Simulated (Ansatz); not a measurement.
We consider zinc-blende ZnTe, described by Hartree–Fock (PAW; Ansatz, a program for electronic structure).

Numerical settings: plane-wave cutoff 460 eV, 8×8×8 k mesh, Fermi–Dirac smearing 0.01 eV, scalar-relativistic PAW data made under PBE.

Pressure at four volumes; x = ln(V/32.038 Å³). One pressure is withheld.

| V (Å³/atom) | x | P (GPa) |
|---|---|---|
| 30.436 | -0.0513 | 2.43 |
| 32.038 | 0.0000 | -0.03 |
| 32.839 | 0.0247 | -1.05 |
| 33.640 | 0.0488 | ? |

Q: Pass a parabola P(x) through the three rows shown, estimate the bulk modulus and its pressure derivative near zero pressure, and predict the withheld pressure.

A: Slopes between the rows: (-0.03 − (2.43))/(0.0000 − (-0.0513)) = -47.95 and (-1.05 − (-0.03))/(0.0247 − (0.0000)) = -41.30 GPa. Their difference over the span 0.0760 is c = 6.65/0.0760 = 87.5 GPa, so P(x) = 2.43 + (-47.95)(x − (-0.0513)) + 87.5 (x − (-0.0513))(x − (0.0000)). At the middle row B = −dP/dx = −[-47.95 + 87.5 × 0.0513] = 43.5 GPa, and B′ = dB/dP = 2c/B = 4.0. At x = 0.0488 the parabola gives -1.94 GPa; the run gives -1.94 GPa. The Birch–Murnaghan fit to the energies at all volumes has B0 = 43.5 GPa and B′ = 4.0.

Measured, for comparison: bulk modulus 51 ± 3 GPa (room temperature, no zero-point or thermal correction; as tabulated in Determination of phase transition pressures of ZnTe under quasihydrostatic …). Computed (rounded) less measured: bulk modulus -15 %.

Note: the cell is over a tenth larger than the published one (another phase or state, or a fault of the published cell, is possible).

Spin–orbit coupling is not included.
